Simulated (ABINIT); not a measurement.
A run of ABINIT 10.8.3 (patched build):

File run.abi:

```
pp_dirpath "./"
pseudos "Rh.GGA_PBE-JTH.xml"

acell 3*1.0
rprim
     5.1608024419     0.0000000000     0.0000000000
    -2.5804012209     4.4693860187     0.0000000000
     0.0000000000     0.0000000000     8.3686313559
ntypat 1
znucl 45
natom 2
typat 1 1
xred
     0.3333333333     0.6666666667     0.2500000000
     0.6666666667     0.3333333333     0.7500000000
chkprim 0
chksymtnons 0
tolsym 1.0e-6

ecut 19.0
pawecutdg 38.0

kptopt 1
ngkpt 9 9 5
nshiftk 1
shiftk 0.0 0.0 0.0

ixc -497498
usekden 1
pawxcdev 0

nband 21
occopt 3
tsmear 0.05 eV

nstep 100
tolvrs 1.0e-7

iomode 3
prtwf 0
prtden 0
prteig 0
prtebands 0
enunit 2

ionmov 22
ntime 60
tolmxf 0.0005
optcell 2
dilatmx 1.08
ecutsm 0.5
```

Potentials or basis: JTH PAW PBE v2.0.

Command:

```console
$ abinit run.abi > log 2>&1
```

Hardware: 1 thread of Arm Neoverse V1 (shared host).

Task: Estimate the wall time of this run.

Result: Wall time 3.7 min on 1 thread of Arm Neoverse V1, with other jobs on the host, peak memory 0.14 GiB. Counts: scf iterations 29, mpi ranks 1, k points 36, bands 21, plane waves 985, ion steps 3.
